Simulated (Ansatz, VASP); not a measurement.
This is a calculation of TiSi for VASP 6.6.1.

The input INCAR:

```
SYSTEM = TiSi
  ALGO = Normal
  EDIFF = 1E-7
  ENCUT = 520
  GGA = PS
  ISIF = 2
  ISMEAR = -1
  LASPH = .True.
  LCHARG = .False.
  LREAL = .False.
  LWAVE = .False.
  NBANDS = 15
  NELM = 60
  PREC = Accurate
  SIGMA = 0.05
```

Contents of KPOINTS:

```
k-points
0
Gamma
  10 10 7
  0 0 0
```

Contents of POSCAR:

```
TiSi
1.0
    1.8400778197     -2.1454906694      0.0000000000
    1.8400778197      2.1454906694      0.0000000000
    0.0000000000      0.0000000000      3.8539915036
Ti Si
1 1
Direct
    0.5000000000      0.5000000000      0.0000000000
    0.0000000000      0.0000000000      0.5000000000
```

Potentials or basis: VASP PAW PBE potentials, release 64 (Ti_sv, Si).

The run is started by

```sh
$ cat potpaw_PBE.64/Ti_sv/POTCAR potpaw_PBE.64/Si/POTCAR > POTCAR
$ mpirun -np 1 vasp_std > vasp.out
```

**Question.** Set up the same calculation for Ansatz 0.2.0. Potentials there: Ansatz PAW.

**Answer.** As run (the cutoff follows the program's own potentials):

The input input.yaml:

```yaml
crystal:
  lattice:
    - [1.8400778197, -2.1454906694, 0.0]
    - [1.8400778197, 2.1454906694, 0.0]
    - [0.0, 0.0, 3.8539915036]
  atoms:
    - { symbol: Ti, position: [0.5, 0.5, 0.0] }
    - { symbol: Si, position: [0.0, 0.0, 0.5] }
hamiltonian:
  xc: pbesol
  pseudopotentials: { kind: paw }
kpoints:
  mp_grid: { grid: [10, 10, 7] }
scf:
  occupations: { method: fermi_dirac, width: 0.05 }
output:
  forces: true
  stress: true
  eigenvalues: true
```

Potentials or basis: Ansatz PAW.

Command:

```bash
$ ansatz run input.yaml --threads 1 --pin off --max-ram 3584MiB --backend cpu --events-out ev --progress --plain --runs-dir out
```

Both were run:

|  | VASP | Ansatz | Ansatz less VASP |
| --- | --- | --- | --- |
| gap on the k mesh at the Fermi level (eV) | none | none | - |
| pressure (GPa) | -9.0 | -9.0 | -0.06 |
| largest component of the traceless stress (GPa) | 0.67 | 0.74 | +0.064 |

A gap of «none» marks a metal or a gap that the smearing closes. With one functional, cell and mesh, what is left measures potentials, basis and numerics.

Caveats: the PAW data sets were made with another functional, which shifts forces and pressure a little (VASP); the PAW data sets come from PBE, with cores solved anew for the run's functional, which leaves a small shift of forces and pressure (Ansatz).
